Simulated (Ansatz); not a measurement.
System: zinc-blende AlSb. Method: PBE in Ansatz (plane waves, PAW).

Settings: plane-wave cutoff 520 eV, 10×10×10 k mesh, Fermi–Dirac smearing 0.01 eV, scalar-relativistic PAW data made under PBE.

Cell (measured lattice):

```xyz
2
Lattice="0.0000 -3.0678 3.0678 3.0678 -3.0678 0.0000 3.0678 0.0000 3.0678" Properties=species:S:1:pos:R:3 pbc="T T T"
Al     0.0000     0.0000     0.0000
Sb     1.5339    -1.5339     1.5339
```

**Question.** Give the computed band gap, smallest direct gap on the k points sampled and width of the whole s-p valence band.

**Answer.** 
* **band gap**: 1.21 eV
* **smallest direct gap on the k points sampled**: 1.61 eV
* **width of the whole s-p valence band**: 10.73 eV

Measured, for comparison: band gap 1.73 eV (zero-point renormalisation of 35 meV (experimental, the table's column) added back here, indirect; inputs from Miglio et al. (2020), arXiv:2011.12765).

Note: cell and atoms aren't relaxed at this level (pressure 2.4 GPa).

Spin–orbit coupling is not included; with these elements it can move the gap by several tenths of an eV or more.

The computed numbers hold no vibrational or temperature effects.

Ansatz is a quantum-chemistry and plane-wave program.
